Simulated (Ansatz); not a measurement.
# Two-dimensional strain map in SrO

Theory: Ansatz, DFT PBE, scalar-relativistic, plane waves, PAW. Settings: plane waves to 420 eV, k-mesh 8×8×8 (Γ-centred), Gaussian smearing 0.05 eV. No spin polarisation. Energies are free energies at this smearing, counted from the undisturbed cell; pressure is positive in compression.

Zero of the scan (as given, not relaxed at this level; it stands at 2.9 GPa):

```
Sr O
1.0
     0.00000    2.56980    2.56980
     2.56980    0.00000    2.56980
     2.56980    2.56980    0.00000
Sr O
1 1
Direct
  0.00000 0.00000 0.00000
  0.50000 0.50000 0.50000
```

The cell is strained by p along both x and y and by q along z, fractional coordinates fixed. Points are written (p, q).

Energy above the undisturbed cell in meV/atom (a dash: not computed):

| p \ q | -0.030 | -0.015 | 0.000 | 0.015 | 0.030 |
| --- | --- | --- | --- | --- | --- |
| -0.030 | ? | 55.9 | 44.0 | 36.9 | 33.6 |
| -0.015 | 39.6 | 24.7 | 15.3 | 10.4 | 9.4 |
| 0.000 | ? | 7.0 | 0.0 | -2.5 | ? |
| 0.015 | 10.7 | 0.7 | -3.9 | -4.2 | -0.8 |
| 0.030 | 11.5 | 4.0 | 1.6 | 3.6 | ? |

(1) Fill in the withheld energies.

Answers

(1) (-0.030, -0.030): 73.3; (0.000, -0.030): 19.5; (0.000, 0.030): -1.3; (0.030, 0.030): 9.2.